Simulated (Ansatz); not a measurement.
# NaF and its competing phases

All numbers below come from DFT PBE, scalar-relativistic, plane waves, PAW (Ansatz). Settings: cutoff 420 eV, Γ-centred meshes spaced at most about 0.3 Å⁻¹ (2π included), Gaussian smearing. No spin polarisation.

The zero of energy is the elements' standard structures at the same level (F₂ as a molecule); no fitted shifts are applied.

Temperature and zero-point effects are left out.

The competitors are the elements and 1 reference phase of this chemical system (from databases or known types: NaF), relaxed at the same level; other known phases may be missing.

The candidate was reached from: 4-connected net, two elements alternating.

```cif
data_structure
_symmetry_space_group_name_H-M 'Fdd2'
_symmetry_Int_Tables_number 43
_cell_length_a 3.3004
_cell_length_b 6.3491
_cell_length_c 11.4848
_cell_angle_alpha 90.000
_cell_angle_beta 90.000
_cell_angle_gamma 90.000
_cell_volume 240.66
loop_
_atom_site_label
_atom_site_type_symbol
_atom_site_symmetry_multiplicity
_atom_site_Wyckoff_symbol
_atom_site_fract_x
_atom_site_fract_y
_atom_site_fract_z
_atom_site_occupancy
Na1 Na 8 a 0.00000 0.00000 0.18351 1
F1 F 8 a 0.50000 0.00000 0.31650 1
```

Question: Is it stable, and against what?

Answer: Not the lowest form: another structure of the same formula lies lower. Its formation energy is -2.619 eV/atom. The lowest competing phase at this composition is this:

```json
{"phase": "NaF", "space group": "Fm-3m (No. 225)", "source": "Materials Project", "share of atoms": "1.0000", "ΔE_f (eV/atom)": "-2.711"}
```

The candidate lies 92 meV/atom above this phase. The candidate matches no cell in the subsets of the Crystallography Open Database and the Materials Project at hand. Checks: imaginary modes at Γ (to 96i cm⁻¹). So it is a saddle point, neither stable nor metastable. Shaken at random and relaxed again it fell by 92 meV/atom, so it probably isn't a firm minimum.
